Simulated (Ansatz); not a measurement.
MoS2:

```
CELL_PARAMETERS angstrom
3.16900 0.00000 0.00000
-1.58450 2.74443 0.00000
0.00000 0.00000 12.32400
ATOMIC_POSITIONS crystal
Mo 0.66667 0.33333 0.75000
Mo 0.33333 0.66667 0.25000
S 0.66667 0.33333 0.37700
S 0.33333 0.66667 0.87700
S 0.66667 0.33333 0.12300
S 0.33333 0.66667 0.62300
```

Base run:

| Item | Value |
| --- | --- |
| Program | Ansatz 0.2.0 |
| Functional | LDA |
| Potentials or basis | Ansatz PAW |
| Cutoff | 420 eV (not typed: the program's choice for these potentials) |
| k mesh | 10 × 10 × 3 |
| Occupations | fermi-dirac, width 0.05 eV |
| Spin | no spin polarisation |

Its results: band gap on the k mesh 0.85 eV, indirect (least direct gap 1.86 eV); pressure -5.7 GPa; largest force 0.481 eV/Å.

Task: The run is repeated on the same cell with these changes: hubbard terms from none to Mo d U = 4 eV; hubbard projectors from none to ortho-atomic (the default). What comes out?

Result: Band gap on the k mesh 0.95 eV, indirect (least direct gap 1.69 eV); pressure -5.7 GPa; largest force 0.494 eV/Å.

The U term pushes filled and empty states of the shell apart.

Caveats: odd divisions of the mesh miss points on the zone boundary, where band edges often lie, so the gap on the mesh can be too wide; the PAW data sets come from PBE, with cores solved anew for the run's functional, which leaves a small shift of forces and pressure; the density of states is complete only up to the lowest level of the last band computed.

A k mesh can miss the band edges.
